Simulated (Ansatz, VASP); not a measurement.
ZrC in VASP and in Ansatz

File POSCAR:

```
ZrC
1.0
    3.3914762718      0.0000000000      0.0000000000
   -1.6957381359      2.9371046077      0.0000000000
    0.0000000000      0.0000000000      5.2900530000
Zr C
2 2
Direct
    0.6666666667      0.3333333333      0.7500000000
    0.3333333333      0.6666666667      0.2500000000
    0.0000000000      0.0000000000      0.5000000000
    0.0000000000      0.0000000000      0.0000000000
```

File INCAR.step1:

```
SYSTEM = ZrC
ALGO     = Normal         ! electronic algorithm
EDIFF    = 1E-4           ! SCF threshold, eV
ENCUT    = 520            ! plane-wave cutoff, eV
GGA      = PE             ! functional
ISMEAR   = -1             ! smearing method
LASPH    = .TRUE.         ! aspherical terms in the spheres
LCHARG   = .FALSE.        ! write CHGCAR
LREAL    = .FALSE.        ! projectors in reciprocal space
LWAVE    = .TRUE.         ! write WAVECAR
NBANDS   = 24             ! bands
NELM     = 60             ! most SCF steps
PREC     = Accurate       ! precision mode
SIGMA    = 0.05           ! smearing width, eV
```

INCAR.step2

```
SYSTEM = ZrC
ALGO     = Normal         ! electronic algorithm
EDIFF    = 1E-6           ! SCF threshold, eV
ENCUT    = 520            ! plane-wave cutoff, eV
ISIF     = 2              ! what is computed and relaxed
ISMEAR   = -1             ! smearing method
ISTART   = 1            
LASPH    = .TRUE.         ! aspherical terms in the spheres
LCHARG   = .FALSE.        ! write CHGCAR
LMIXTAU  = .TRUE.       
LREAL    = .FALSE.        ! projectors in reciprocal space
LWAVE    = .FALSE.        ! write WAVECAR
METAGGA  = R2SCAN         ! meta-GGA
NBANDS   = 24             ! bands
NELM     = 60             ! most SCF steps
PREC     = Accurate       ! precision mode
SIGMA    = 0.05           ! smearing width, eV
```

The input KPOINTS:

```
k-points
0
G
  9 9 5
  0 0 0
```

File input.yaml:

```yaml
crystal:
  lattice:
    - [3.3914762718, 0.0, 0.0]
    - [-1.6957381359, 2.9371046077, 0.0]
    - [0.0, 0.0, 5.290053]
  atoms:
    - { symbol: Zr, position: [0.6666666667, 0.3333333333, 0.75] }
    - { symbol: Zr, position: [0.3333333333, 0.6666666667, 0.25] }
    - { symbol: C, position: [0.0, 0.0, 0.5] }
    - { symbol: C, position: [0.0, 0.0, 0.0] }
hamiltonian:
  xc: r2scan
  pseudopotentials: { kind: paw }
kpoints:
  mp_grid: { grid: [9, 9, 5] }
  band_path:
    path:
      - [[0.0, 0.0, 0.0], [0.5, 0.0, 0.0], [0.3333333333, 0.3333333333, 0.0], [0.0, 0.0, 0.0], [0.0, 0.0, 0.5], [0.5, 0.0, 0.5], [0.3333333333, 0.3333333333, 0.5], [0.0, 0.0, 0.5]]
      - [[0.5, 0.0, 0.5], [0.5, 0.0, 0.0]]
      - [[0.3333333333, 0.3333333333, 0.0], [0.3333333333, 0.3333333333, 0.5]]
    npoints: 14
scf:
  occupations: { method: fermi_dirac, width: 0.05 }
  n_extra_bands: 10
output:
  forces: true
  stress: true
  eigenvalues: true
  fatbands: false
  write_density: true
  write_potential: true
  elf: true
  volumetric_format: npy
```

The cell comes from a database or a generator and needn't be the stable form of this composition.

Alike in both runs: functional r2SCAN; k mesh 9 × 9 × 5; occupations fermi-dirac, width 0.05 eV; no spin polarisation.

|  | VASP | Ansatz |
| --- | --- | --- |
| version | VASP 6.6.1 | Ansatz 0.2.0 |
| potentials or method | VASP PAW PBE potentials, release 64 (Zr_sv, C) | Ansatz PAW |
| plane-wave cutoff (eV) | 520 | 500 |
| valence electrons in the cell | 32 | 32 |
| task | single point | band structure |

```tsv
	VASP	Ansatz	Ansatz less VASP
gap on the k mesh at the Fermi level (eV)	none	none	-
pressure (GPa)	-2.0	-2.3	-0.20
largest component of the traceless stress (GPa)	2.84	2.83	-0.008
```

A gap of «none» marks a metal or a gap that the smearing closes.

Caveats: the PAW data sets were made with another functional, which shifts forces and pressure a little (VASP); the PAW data sets come from PBE, with cores solved anew for the run's functional, which leaves a small shift of forces and pressure (Ansatz).
